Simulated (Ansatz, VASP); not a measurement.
## Cross-check of Ga24Si17N24O34 (amorphous SiO2 against GaN(10-10), 7.7 A) between VASP and Ansatz

One calculation is typed for both programs; each brings its own data sets. How far apart do they land? The structure shown is the start of the Ansatz relaxation below; VASP solves that cell, so the two are compared at the walk's first step.

Calculated with Ansatz 0.2.0; plane waves, with VASP 6.6.1 beside it; single point at PBE.

**1. Starting point**

The cell holds 99 atoms: 24 Ga, 24 N, 17 Si and 34 O. Cell: a = 10.460 Å, b = 9.630 Å, c = 13.091 Å, α = 90.0°, β = 90.0°, γ = 90.0°. It derives from GaN (4 planes of wurtzite GaN(10-10)). A slab of 4 planes of wurtzite GaN(10-10) (starting lattice constant a = 3.21 A, c = 5.23 A), 10.46 x 9.63 A in plane. 51 atoms (17 Si, 34 O) packed at random between the slab and its periodic image at 2.2 g/cm^3 (a layer of 7.7 A) and pushed apart as soft spheres. Langevin MD at fixed cell with the MACE-MP-0b2 small potential (Batatia et al., arXiv:2401.00096), steps of 1.5 fs: 0.63 ps at 3200 K with the crystal held, 3200 to 1000 K in 1.8 ps with the crystal held, 1000 to 300 K in 0.9 ps with its inner planes held; soft walls kept the melt out of the crystal while it was held. Then all atoms and the cell's height relaxed. The structure's axis is c.

**2. Ansatz: relaxation, PBE**

Ansatz runs on its default PAW (the set named soft_2) files.

The two programs are compared at the cell with which this relaxation starts, whose forces are those of its first step.

The input, input.yaml:

```yaml
crystal:
  lattice:
    - [10.46, 0.0, 0.0]
    - [0.0, 9.63, 0.0]
    - [0.0, 0.0, 13.09145]
  atoms:
    - { symbol: Ga, position: [0.98681, 0.00014, 0.3371] }
    - { symbol: "N", position: [0.04903, 0.0149, 0.07324] }
    - { symbol: Ga, position: [0.22561, 0.00322, 0.05599] }
    - { symbol: "N", position: [0.30257, 0.0069, 0.34712] }
    - { symbol: Ga, position: [0.99417, 0.17941, 0.13387] }
    - { symbol: "N", position: [0.05406, 0.17478, 0.28161] }
    - { symbol: Ga, position: [0.23849, 0.18377, 0.27252] }
    - { symbol: "N", position: [0.30551, 0.16724, 0.12977] }
    - { symbol: Ga, position: [0.98453, 0.35021, 0.32384] }
    - { symbol: "N", position: [0.06781, 0.33102, 0.06302] }
    - { symbol: Ga, position: [0.24062, 0.34527, 0.08771] }
    - { symbol: "N", position: [0.2957, 0.3402, 0.34352] }
    - { symbol: Ga, position: [0.00757, 0.50928, 0.09997] }
    - { symbol: "N", position: [0.05594, 0.50482, 0.25503] }
    - { symbol: Ga, position: [0.24081, 0.51448, 0.28694] }
    - { symbol: "N", position: [0.31111, 0.51612, 0.13955] }
    - { symbol: Ga, position: [0.98056, 0.66654, 0.31724] }
    - { symbol: "N", position: [0.0801, 0.67989, 0.05504] }
    - { symbol: Ga, position: [0.26047, 0.68277, 0.05453] }
    - { symbol: "N", position: [0.30735, 0.68224, 0.34709] }
    - { symbol: Ga, position: [0.00104, 0.83861, 0.11865] }
    - { symbol: "N", position: [0.05519, 0.83597, 0.26859] }
    - { symbol: Ga, position: [0.24062, 0.83021, 0.26993] }
    - { symbol: "N", position: [0.30925, 0.84923, 0.13086] }
    - { symbol: Ga, position: [0.49011, 0.00772, 0.34283] }
    - { symbol: "N", position: [0.55518, 0.01325, 0.05823] }
    - { symbol: Ga, position: [0.76347, 0.0163, 0.0673] }
    - { symbol: "N", position: [0.80946, 0.00595, 0.34096] }
    - { symbol: Ga, position: [0.48917, 0.16795, 0.14441] }
    - { symbol: "N", position: [0.55026, 0.17783, 0.28919] }
    - { symbol: Ga, position: [0.74203, 0.17601, 0.29306] }
    - { symbol: "N", position: [0.80381, 0.18057, 0.14365] }
    - { symbol: Ga, position: [0.47203, 0.33743, 0.36865] }
    - { symbol: "N", position: [0.54523, 0.3443, 0.08225] }
    - { symbol: Ga, position: [0.73989, 0.3395, 0.08022] }
    - { symbol: "N", position: [0.8097, 0.34236, 0.35115] }
    - { symbol: Ga, position: [0.49136, 0.51218, 0.16446] }
    - { symbol: "N", position: [0.54472, 0.5064, 0.30838] }
    - { symbol: Ga, position: [0.72266, 0.50715, 0.33528] }
    - { symbol: "N", position: [0.82714, 0.50235, 0.07486] }
    - { symbol: Ga, position: [0.48532, 0.6859, 0.36773] }
    - { symbol: "N", position: [0.57264, 0.66744, 0.08637] }
    - { symbol: Ga, position: [0.75524, 0.66392, 0.12299] }
    - { symbol: "N", position: [0.80057, 0.66425, 0.28198] }
    - { symbol: Ga, position: [0.49346, 0.84619, 0.13327] }
    - { symbol: "N", position: [0.55228, 0.84622, 0.27907] }
    - { symbol: Ga, position: [0.74062, 0.85142, 0.27672] }
    - { symbol: "N", position: [0.81184, 0.84978, 0.12627] }
    - { symbol: Si, position: [0.27317, 0.15918, 0.66553] }
    - { symbol: Si, position: [0.1982, 0.90139, 0.80442] }
    - { symbol: Si, position: [0.03948, 0.61997, 0.56622] }
    - { symbol: Si, position: [0.57254, 0.22293, 0.58647] }
    - { symbol: Si, position: [0.48669, 0.35618, 0.95921] }
    - { symbol: Si, position: [0.55984, 0.73143, 0.61199] }
    - { symbol: Si, position: [0.28606, 0.63118, 0.68943] }
    - { symbol: Si, position: [0.46727, 0.9968, 0.72481] }
    - { symbol: Si, position: [0.93564, 0.87528, 0.70179] }
    - { symbol: Si, position: [0.78424, 0.13105, 0.60021] }
    - { symbol: Si, position: [0.53768, 0.65034, 0.95549] }
    - { symbol: Si, position: [0.75152, 0.68009, 0.79512] }
    - { symbol: Si, position: [0.23912, 0.38015, 0.83299] }
    - { symbol: Si, position: [0.94635, 0.41832, 0.82043] }
    - { symbol: Si, position: [0.22275, 0.01802, 0.45719] }
    - { symbol: Si, position: [0.58668, 0.06424, 0.93199] }
    - { symbol: Si, position: [0.00231, 0.30514, 0.63012] }
    - { symbol: O, position: [0.90653, 0.21939, 0.5549] }
    - { symbol: O, position: [0.99192, 0.47385, 0.62375] }
    - { symbol: O, position: [0.83623, 0.53251, 0.81699] }
    - { symbol: O, position: [0.39139, 0.70232, 0.9501] }
    - { symbol: O, position: [0.30446, 0.9911, 0.72504] }
    - { symbol: O, position: [0.00306, 0.60749, 0.44908] }
    - { symbol: O, position: [0.5511, 0.49112, 0.90831] }
    - { symbol: O, position: [0.45607, 0.16079, 0.67251] }
    - { symbol: O, position: [0.83928, 0.99062, 0.65146] }
    - { symbol: O, position: [0.85949, 0.80109, 0.79541] }
    - { symbol: O, position: [0.65568, 0.72023, 0.88881] }
    - { symbol: O, position: [0.29713, 0.48355, 0.7488] }
    - { symbol: O, position: [0.65953, 0.10379, 0.52112] }
    - { symbol: O, position: [0.97128, 0.7537, 0.62078] }
    - { symbol: O, position: [0.09239, 0.43841, 0.85929] }
    - { symbol: O, position: [0.50891, 0.33488, 0.51357] }
    - { symbol: O, position: [0.07733, 0.98022, 0.46707] }
    - { symbol: O, position: [0.42902, 0.65947, 0.65131] }
    - { symbol: O, position: [0.30167, 0.08324, 0.54966] }
    - { symbol: O, position: [0.22706, 0.94282, 0.91824] }
    - { symbol: O, position: [0.74158, 0.07111, 0.93068] }
    - { symbol: O, position: [0.94488, 0.28158, 0.74891] }
    - { symbol: O, position: [0.67792, 0.67186, 0.68467] }
    - { symbol: O, position: [0.32452, 0.37848, 0.94068] }
    - { symbol: O, position: [0.52449, 0.97262, 0.83619] }
    - { symbol: O, position: [0.51887, 0.2133, 0.90189] }
    - { symbol: O, position: [0.25656, 0.22631, 0.78374] }
    - { symbol: O, position: [0.06383, 0.94994, 0.7494] }
    - { symbol: O, position: [0.22928, 0.7425, 0.7717] }
    - { symbol: O, position: [0.5357, 0.89774, 0.6439] }
    - { symbol: O, position: [0.6935, 0.24193, 0.66905] }
    - { symbol: O, position: [0.5799, 0.71495, 0.4907] }
    - { symbol: O, position: [0.19312, 0.62507, 0.5902] }
    - { symbol: O, position: [0.14728, 0.24631, 0.61831] }
kpoints:
  mp_grid: { grid: [1, 1, 1] }
hamiltonian:
  xc: pbe
scf:
  occupations: { method: fermi_dirac, width: 0.025 }
output:
  forces: true
relax:
  f_tol: 0.08
  max_steps: 90
  cell: { fix: [a, b, alpha, beta, gamma] }
```

Command:

```sh
$ ansatz run input.yaml --threads 4 --pin off --max-ram 8192MiB --backend cpu --events-out ev --progress --plain --runs-dir out
```

Numbers of over 12 decimals in the logs are rounded to 6 here.

Log:

```text
Engine: ansatz 0.2.0, aarch64-unknown-linux-gnu
Pseudopotentials: kind: paw
Pseudopotential: Ga, paw, valence charge 13, recommended cutoff 420 eV (normal), Ga.paw.azcp
Pseudopotential: N, paw, valence charge 5, recommended cutoff 420 eV (normal), N.paw.azcp
Pseudopotential: Si, paw, valence charge 4, recommended cutoff 420 eV (normal), Si.paw.azcp
Pseudopotential: O, paw, valence charge 6, recommended cutoff 420 eV (normal), O.paw.azcp
Functional definition: PBE
  parameter kappa = 0.804
  parameter beta = 0.066725
  exchange = pbe_x(kappa = kappa, mu = beta*pi^2/3)
  correlation = pbe_c(beta = beta)
Crystal: 99 atoms, lattice volume = 1318.699 Å³
Basis set: ecut = 420 eV, 25737 PW (Γ), exchange–correlation on 144×144×180 points (8 copies of the dense FFT grid, shifted against one another)
Bands: 451, of which v1, the nominal top of the filled ones, is band 352 counted from 1 (351 counted from 0)
Symmetry: 1 space group operations
Space group: P1 (ITA 1), of the structure as read, at distance tolerance 1.1e-4 Å
k-points: 1
Non-local potential: Ga, projectors of the file, l = 0: 2, l = 1: 2, l = 2: 3, l = 3: 1
Non-local potential: N, projectors of the file, l = 0: 2, l = 1: 2, l = 2: 1
Non-local potential: Si, projectors of the file, l = 0: 2, l = 1: 2, l = 2: 2
Non-local potential: O, projectors of the file, l = 0: 2, l = 1: 2, l = 2: 1
PAW form: soft (Blöchl's): semilocal exchange-correlation on the pseudo side does not see the compensation charge
PAW one-centre angular grid: Ga, 590 points (default); XC on 64 Gauss nodes
PAW one-centre angular grid: N, 110 points (default); XC on 64 Gauss nodes
PAW one-centre angular grid: Si, 110 points (default); XC on 64 Gauss nodes
PAW one-centre angular grid: O, 110 points (default); XC on 64 Gauss nodes
Initial density: superposition of atomic densities (neutral atoms: chi_scale 0, normalization atom), corrected by the library's trained network
Initial wavefunctions: pseudopotential atomic-orbital guess
Functional: x = pbe(κ = 0.804, μ = 0.219515), c = pbe(β = 0.066725)
SCF iter   1: F=—  HF=-130160.164196 eV  |F-HF|=—  |Δ(HF+E_count)|=         —  Δρ=5.83e-3  dr2=1.32e0  ethr=1.77e-3  ⟨swp⟩=6.0  Hψ=1813  notcnv=0  defer=88
preconditioner: auto → Resta (q_TF=auto, 2.457 Å⁻¹)  ε∞=3.9  [insulator: Δε(μ)=0.993 eV  Ē_g=16.029 eV  σ=0.025 eV  W_gap=1.00  n_scr=332 (ndim 8)  ℏωp=27.1 eV  f_vac=0.142  D(μ)=0.00/eV (n_scr^D=0)  ε∞_Penn≈3.9]
SCF iter   2: F=—  HF=-130159.903664 eV  |F-HF|=—  |Δ(HF+E_count)|=   2.61e-1  Δρ=3.13e-3  dr2=2.37e-1  ethr=1.87e-4  ⟨swp⟩=2.0  Hψ=553  notcnv=0  defer=89
SCF iter   3: F=—  HF=-130159.848887 eV  |F-HF|=—  |Δ(HF+E_count)|=   5.48e-2  Δρ=1.40e-3  dr2=7.34e-2  ethr=3.37e-5  ⟨swp⟩=3.0  Hψ=669  notcnv=0  defer=89
SCF iter   4: F=—  HF=-130159.833029 eV  |F-HF|=—  |Δ(HF+E_count)|=   1.59e-2  Δρ=1.01e-3  dr2=2.37e-2  ethr=1.04e-5  ⟨swp⟩=3.0  Hψ=668  notcnv=0  defer=89
SCF iter   5: F=—  HF=-130159.831588 eV  |F-HF|=—  |Δ(HF+E_count)|=   1.44e-3  Δρ=6.38e-4  dr2=9.90e-3  ethr=3.37e-6  ⟨swp⟩=2.0  Hψ=689  notcnv=0  defer=89
SCF iter   6: F=—  HF=-130159.830429 eV  |F-HF|=—  |Δ(HF+E_count)|=   1.16e-3  Δρ=2.62e-4  dr2=1.85e-3  ethr=1.41e-6  ⟨swp⟩=2.0  Hψ=657  notcnv=0  defer=89
SCF iter   7: F=—  HF=-130159.830215 eV  |F-HF|=—  |Δ(HF+E_count)|=   2.14e-4  Δρ=1.24e-4  dr2=3.85e-4  ethr=2.63e-7  ⟨swp⟩=2.0  Hψ=640  notcnv=0  defer=89
SCF iter   8: F=—  HF=-130159.830268 eV  |F-HF|=—  |Δ(HF+E_count)|=   5.30e-5  Δρ=6.26e-5  dr2=8.86e-5  ethr=5.48e-8  ⟨swp⟩=2.0  Hψ=652  notcnv=0  defer=89
SCF iter   9: F=—  HF=-130159.832173 eV  |F-HF|=—  |Δ(HF+E_count)|=   1.91e-3  Δρ=2.08e-5  dr2=1.08e-5  ethr=1.26e-8  ⟨swp⟩=2.0  Hψ=714  notcnv=0  defer=89
SCF iter  10: F=—  HF=-130159.832178 eV  |F-HF|=—  |Δ(HF+E_count)|=   4.23e-6  Δρ=1.37e-5  dr2=3.01e-6  ethr=1.54e-9  ⟨swp⟩=2.0  Hψ=658  notcnv=0  defer=89
SCF iter  11: F=—  HF=-130159.832178 eV  |F-HF|=—  |Δ(HF+E_count)|=   5.55e-7  Δρ=5.30e-6  dr2=5.27e-7  ethr=4.27e-10  ⟨swp⟩=2.0  Hψ=653  notcnv=0  defer=89
SCF iter  12: F=—  HF=-130159.832178 eV  |F-HF|=—  |Δ(HF+E_count)|=   1.50e-7  Δρ=3.07e-6  dr2=1.62e-7  ethr=7.49e-11  ⟨swp⟩=2.0  Hψ=658  notcnv=0  defer=89
SCF iter  13: F=-130159.832178 eV  HF=-130159.832178 eV  |F-HF|=1.10e-8  |Δ(HF+E_count)|=   2.85e-8  Δρ=9.77e-7  dr2=1.89e-8  ethr=1.42e-11  ⟨swp⟩=4.0  Hψ=1249  notcnv=0
SCF 1 converged in 13 iterations: F = -130159.832178 eV  dr2 = 1.89e-8
  greatest PAW one-centre occupation: 0.996 electrons in one spin orbital (limit 2), on the Ga atom at site 0 (counted from 0), in its partial waves of l = 2
[...]
--- Stress (GPa, compression-positive) ---
        1.510482       1.173829      -0.743141
        1.173828       2.323036       0.125962
       -0.743143       0.125963      -0.018765
  P = ⅓ Tr σ = 1.2716 GPa (12.716 kbar)
--- Relaxed structure (17 steps of the walk, 16 accepted, 1 SCFs on fresh bases) ---
  F+E_penalty+E_count = -130161.80241741 eV   max|allowed force component| = 5.220e-2 eV/Å   (the final SCF, on the basis selected at the relaxed cell)
  cell:  # Å, volume = 1313.9949 Å³
    - [10.46, 0, 0]
    - [0, 9.63, 0]
    - [0, 0, 13.044748]
  atoms:
    - { symbol: Ga, position: [0.992349, 0.00586888, 0.340392] }
    - { symbol: N, position: [0.050467, -0.00381703, 0.061800] }
    - { symbol: Ga, position: [0.228200, -0.011678, 0.054772] }
    - { symbol: N, position: [0.301629, 0.00718684, 0.344987] }
    - { symbol: Ga, position: [0.992173, 0.165815, 0.111806] }
    - { symbol: N, position: [0.050447, 0.166083, 0.257580] }
    - { symbol: Ga, position: [0.232795, 0.160308, 0.247398] }
    - { symbol: N, position: [0.311637, 0.158671, 0.115808] }
    - { symbol: Ga, position: [0.979665, 0.332925, 0.309468] }
    - { symbol: N, position: [0.064956, 0.326783, 0.049610] }
    - { symbol: Ga, position: [0.236207, 0.335841, 0.077415] }
    - { symbol: N, position: [0.282330, 0.287834, 0.362580] }
    - { symbol: Ga, position: [0.00568852, 0.500052, 0.097492] }
    - { symbol: N, position: [0.055634, 0.496999, 0.265191] }
    - { symbol: Ga, position: [0.235022, 0.500867, 0.292250] }
    - { symbol: N, position: [0.309317, 0.492645, 0.149700] }
    - { symbol: Ga, position: [0.978507, 0.658146, 0.325849] }
    - { symbol: N, position: [0.077289, 0.671233, 0.059994] }
    - { symbol: Ga, position: [0.255975, 0.668243, 0.071259] }
    - { symbol: N, position: [0.303985, 0.663525, 0.353688] }
    - { symbol: Ga, position: [0.00292578, 0.830595, 0.126305] }
    - { symbol: N, position: [0.053533, 0.831180, 0.282251] }
    - { symbol: Ga, position: [0.237251, 0.823864, 0.286735] }
    - { symbol: N, position: [0.308208, 0.840176, 0.140580] }
    - { symbol: Ga, position: [0.481077, -0.00139125, 0.329197] }
    - { symbol: N, position: [0.555574, -0.00179889, 0.057841] }
    - { symbol: Ga, position: [0.758124, -0.00132677, 0.062569] }
    - { symbol: N, position: [0.812310, -0.000108192, 0.353206] }
    - { symbol: Ga, position: [0.493821, 0.158058, 0.138856] }
    - { symbol: N, position: [0.552391, 0.168665, 0.285242] }
    - { symbol: Ga, position: [0.744206, 0.159656, 0.290274] }
    - { symbol: N, position: [0.801361, 0.166899, 0.134737] }
    - { symbol: Ga, position: [0.467663, 0.320141, 0.369620] }
    - { symbol: N, position: [0.548264, 0.335294, 0.080232] }
    - { symbol: Ga, position: [0.740441, 0.335384, 0.085345] }
    - { symbol: N, position: [0.808634, 0.327344, 0.346451] }
    - { symbol: Ga, position: [0.490355, 0.497989, 0.165111] }
    - { symbol: N, position: [0.540538, 0.490046, 0.310278] }
    - { symbol: Ga, position: [0.722797, 0.490039, 0.330270] }
    - { symbol: N, position: [0.825301, 0.496946, 0.072678] }
    - { symbol: Ga, position: [0.481933, 0.673350, 0.367068] }
    - { symbol: N, position: [0.570572, 0.655012, 0.090038] }
    - { symbol: Ga, position: [0.754078, 0.656350, 0.126653] }
    - { symbol: N, position: [0.797991, 0.654294, 0.288086] }
    - { symbol: Ga, position: [0.491355, 0.832883, 0.135671] }
    - { symbol: N, position: [0.554834, 0.833605, 0.282491] }
    - { symbol: Ga, position: [0.745604, 0.845887, 0.285244] }
    - { symbol: N, position: [0.812734, 0.841155, 0.134230] }
    - { symbol: Si, position: [0.273467, 0.171556, 0.660289] }
    - { symbol: Si, position: [0.202153, 0.916360, 0.806620] }
    - { symbol: Si, position: [0.039550, 0.635823, 0.578861] }
    - { symbol: Si, position: [0.573286, 0.229808, 0.588599] }
    - { symbol: Si, position: [0.490703, 0.345383, 0.955751] }
    - { symbol: Si, position: [0.560248, 0.738582, 0.610686] }
    - { symbol: Si, position: [0.288173, 0.643344, 0.696999] }
    - { symbol: Si, position: [0.466230, 0.998432, 0.717766] }
    - { symbol: Si, position: [0.934260, 0.893963, 0.713235] }
    - { symbol: Si, position: [0.785093, 0.143851, 0.597687] }
    - { symbol: Si, position: [0.532046, 0.637954, 0.958569] }
    - { symbol: Si, position: [0.746995, 0.691131, 0.797765] }
    - { symbol: Si, position: [0.243494, 0.390318, 0.830833] }
    - { symbol: Si, position: [0.962137, 0.456259, 0.787467] }
    - { symbol: Si, position: [0.236298, 0.128260, 0.434123] }
    - { symbol: Si, position: [0.580608, 0.045527, 0.928140] }
    - { symbol: Si, position: [-0.00193446, 0.305741, 0.637035] }
    - { symbol: O, position: [0.901929, 0.242196, 0.553771] }
    - { symbol: O, position: [0.992975, 0.487381, 0.652850] }
    - { symbol: O, position: [0.842860, 0.552277, 0.816412] }
    - { symbol: O, position: [0.382337, 0.676999, 0.955569] }
    - { symbol: O, position: [0.300121, 0.998434, 0.712217] }
    - { symbol: O, position: [-0.011600, 0.607522, 0.468132] }
    - { symbol: O, position: [0.554578, 0.481515, 0.905889] }
    - { symbol: O, position: [0.465919, 0.165455, 0.677539] }
    - { symbol: O, position: [0.850425, 1.010766, 0.652312] }
    - { symbol: O, position: [0.845374, 0.821834, 0.799640] }
    - { symbol: O, position: [0.644912, 0.717503, 0.890191] }
    - { symbol: O, position: [0.313083, 0.495337, 0.753096] }
    - { symbol: O, position: [0.659274, 0.110253, 0.523891] }
    - { symbol: O, position: [0.978538, 0.769991, 0.635347] }
    - { symbol: O, position: [0.099195, 0.460452, 0.846797] }
    - { symbol: O, position: [0.509143, 0.338309, 0.513170] }
    - { symbol: O, position: [0.092076, 1.075840, 0.454669] }
    - { symbol: O, position: [0.427679, 0.682567, 0.659112] }
    - { symbol: O, position: [0.316822, 0.127190, 0.542871] }
    - { symbol: O, position: [0.257241, 0.967696, 0.911584] }
    - { symbol: O, position: [0.734649, 0.042742, 0.922056] }
    - { symbol: O, position: [0.942138, 0.292380, 0.755557] }
    - { symbol: O, position: [0.677999, 0.681263, 0.684799] }
    - { symbol: O, position: [0.328152, 0.371030, 0.938927] }
    - { symbol: O, position: [0.513934, 0.960274, 0.830466] }
    - { symbol: O, position: [0.522180, 0.201192, 0.900011] }
    - { symbol: O, position: [0.259264, 0.238206, 0.777621] }
    - { symbol: O, position: [0.060837, 0.965211, 0.765447] }
    - { symbol: O, position: [0.224174, 0.754549, 0.775734] }
    - { symbol: O, position: [0.539779, 0.908592, 0.633024] }
    - { symbol: O, position: [0.696428, 0.256555, 0.667049] }
    - { symbol: O, position: [0.575624, 0.703583, 0.491919] }
    - { symbol: O, position: [0.192829, 0.628403, 0.598604] }
    - { symbol: O, position: [0.141786, 0.256066, 0.618641] }
```

In the SCF lines HF is the Harris–Foulkes energy and dr2 the Hartree energy of the density residual, in eV; the loop may stop once dr2 is under the threshold and the program's other checks hold. Hψ counts applications of the Hamiltonian.

(Continued in part 2 of 2.)

[Lines on the potential files, build, host, timing and source positions are cut from VASP's logs without a mark.]

[Logs are printed without paths, hosts, clocks, repeated set-up lines and the standing remarks that a program may print on its own settings, such as how far it seeks lower states.]

[Hosts, paths, dates, database ids (printed as entryN), source tags and the programs' standing remarks are cut or masked in the printed files.]
